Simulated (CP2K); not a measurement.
Pb in CP2K: the effect of functional

Pb:

```
Pb
1.0
     3.50021    0.00000    0.00000
     1.75010    3.03127    0.00000
     1.75010    1.01042    2.85791
Pb
1
Direct
  0.00000 0.00000 0.00000
```

Alike in all runs:

- Program: CP2K 2026.2
- Task: atomic charges
- Potentials or basis: POTENTIAL_UZH Pb GTH-PBE-q4; TZVP-MOLOPT-PBE-GTH basis
- Density cutoff: 9184 eV
- k mesh: 9 × 9 × 9
- Occupations: fermi-dirac, width 0.05 eV
- Spin: no spin polarisation

```csv
functional,pressure (GPa)
PBE,3.2
LDA,2.8
PBEsol,2.5
PW91,3.6
WC,2.8
revPBE,3.3
MS2,?
```

Problem. What does the run with functional MS2 give?

Solution. Pressure 4.3 GPa.

Caveats: the basis of atomic orbitals isn't converged, which shifts pressures, moduli and gaps; the potentials were made for another functional, which shifts forces and pressure (some runs).
